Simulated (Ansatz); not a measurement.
# SnO2: the cell at several levels of theory

How does the equilibrium cell of SnO2 (monoclinic host) depend on the functional? It is relaxed with PBE, r2SCAN and PBEsol. This is a trial cell built on a prototype, not taken from a measured structure, and it needn't be the compound's ground state.

The runs shown are made with Ansatz 0.2.0. PAW datasets, plane waves, zero pressure. Note: simulated data, non-magnetic, for a generated structure that need not be the stable one.

### Step 1. Starting point

This is the cell as the run starts from it, not yet at rest; its lengths are not the crystal's.

The symmetry is P2_1/c (No. 14, monoclinic); conventional cell a = 4.594 Å, b = 4.645 Å, c = 4.758 Å, β = 99.6°, 8.34 Å³ an atom. Around Sn lie 7 O at 1.83–2.02 Å; around O lie 4 Sn at 1.92–2.02 Å; around O lie 3 Sn at 1.83–1.92 Å.

Coordinates:

```cif
data_structure
_symmetry_space_group_name_H-M 'P2_1/c'
_symmetry_Int_Tables_number 14
_cell_length_a 4.5940
_cell_length_b 4.6449
_cell_length_c 4.7582
_cell_angle_alpha 90.000
_cell_angle_beta 99.559
_cell_angle_gamma 90.000
_cell_volume 100.12
loop_
_atom_site_label
_atom_site_type_symbol
_atom_site_symmetry_multiplicity
_atom_site_Wyckoff_symbol
_atom_site_fract_x
_atom_site_fract_y
_atom_site_fract_z
_atom_site_occupancy
Sn1 Sn 4 e 0.27614 0.45806 0.70791 1
O1 O 4 e 0.44800 0.74253 0.97858 1
O2 O 4 e 0.06836 0.33076 0.34625 1
```

### Step 2. Relaxing with PBE

The input, input.yaml:

```yaml
crystal:
  lattice:
    - [4.59401965, 0.0, 0.0]
    - [0.0, 4.64494504, 0.0]
    - [-0.79014512, 0.0, 4.69211806]
  atoms:
    - { symbol: Sn, position: [0.27613578, 0.45806468, 0.70790733] }
    - { symbol: Sn, position: [0.72386422, 0.95806468, 0.79209267] }
    - { symbol: Sn, position: [0.72386422, 0.54193532, 0.29209267] }
    - { symbol: Sn, position: [0.27613578, 0.04193532, 0.20790733] }
    - { symbol: O, position: [0.44799782, 0.74252595, 0.97857799] }
    - { symbol: O, position: [0.55200218, 0.24252595, 0.52142201] }
    - { symbol: O, position: [0.55200218, 0.25747405, 0.02142201] }
    - { symbol: O, position: [0.44799782, 0.75747405, 0.47857799] }
    - { symbol: O, position: [0.06836078, 0.33075888, 0.34625278] }
    - { symbol: O, position: [0.93163922, 0.83075888, 0.15374722] }
    - { symbol: O, position: [0.93163922, 0.66924112, 0.65374722] }
    - { symbol: O, position: [0.06836078, 0.16924112, 0.84625278] }
kpoints:
  mp_grid: { grid: [6, 6, 6] }
hamiltonian:
  xc: pbe
scf:
  occupations: { method: fermi_dirac, width: 0.02 }
relax:
  f_tol: 0.005
  cell: {}
```

Further steps of the session: r2SCAN: cell and atoms; Relaxing with PBEsol.

Before running it: what results should come out? Wanted: for each run, a; b; c; volume; space group; SCF geometries.

The runs gave:

| level | a (Å) | b (Å) | c (Å) | volume (Å³/atom) | space group | SCF geometries |
| --- | --- | --- | --- | --- | --- | --- |
| PBE | 4.790 | 5.824 | 5.305 | 12.334 | Pbcn | 21 |
| r2SCAN | 4.731 | 5.745 | 5.238 | 11.863 | Pbcn | 6 |
| PBEsol | 4.743 | 5.751 | 5.248 | 11.930 | Pbcn | 7 |

What this shows: From the start to the first minimum the volume moved by +47.8 %. The volume runs from r2SCAN (least) to PBE (most), a spread of 4.0 %, or 1.3 % in length if all axes shared it alike. The meshes differ: PBE 6×6×6, r2SCAN 4×6×4, PBEsol 4×6×4.
